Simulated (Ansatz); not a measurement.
**What a trial cell of Ru relaxes into**

Computed with Ansatz, DFT PBEsol, scalar-relativistic, plane waves, PAW. Cutoff 420 eV, Γ-centred k mesh, Gaussian smearing, no spin polarisation in the final step.

Ru was placed on the dhcp structure type (P6_3/mmc, No. 194), at a guessed volume.

```
CELL_PARAMETERS angstrom
2.74855 0.00000 0.00000
-1.37428 2.38032 0.00000
0.00000 0.00000 8.86463
ATOMIC_POSITIONS crystal
Ru 0.00000 0.00000 0.00000
Ru 0.00000 0.00000 0.50000
Ru 0.33333 0.66667 0.75000
Ru 0.66667 0.33333 0.25000
```

Cell and atoms relax at zero pressure; the relaxation can't lower the symmetry of the start. After a coarse first stage the cell is made exact in the group found at 0.06 Å.

Energies count from the standard state of Ru at the same level.

(1) Describe the relaxed structure.

(2) What are its volume, energy, density and gap?

## Answers

(1) It keeps P6_3/mmc (No. 194). The result has the dhcp structure. Conventional cell: a = 2.677 Å, c = 8.618 Å. Ru on Wyckoff site a (2 atoms of the primitive cell) is coordinated by 12 Ru at 2.65–2.68 Å; Ru on Wyckoff site d (2 atoms of the primitive cell) is coordinated by 12 Ru at 2.65–2.68 Å.

```cif
data_structure
_symmetry_space_group_name_H-M 'P6_3/mmc'
_symmetry_Int_Tables_number 194
_cell_length_a 2.6766
_cell_length_b 2.6766
_cell_length_c 8.6179
_cell_angle_alpha 90.000
_cell_angle_beta 90.000
_cell_angle_gamma 120.000
_cell_volume 53.47
loop_
_atom_site_label
_atom_site_type_symbol
_atom_site_symmetry_multiplicity
_atom_site_Wyckoff_symbol
_atom_site_fract_x
_atom_site_fract_y
_atom_site_fract_z
_atom_site_occupancy
Ru1 Ru 2 a 0.00000 0.00000 0.00000 1
Ru2 Ru 2 d 0.33333 0.66667 0.75000 1
```

(2) The volume per atom is 13.37 Å³ and the density is 12.56 g/cm³. The energy over the standard structure is 0.09 eV/atom. The gap on the 21×21×6 mesh is 0 eV (a metal).

The final run used a 21×21×6 mesh on its 4-atom cell and 0.10 eV smearing. For metals, differences of a few meV/atom aren't resolved. A structure relaxed within its symmetry needn't be a true minimum.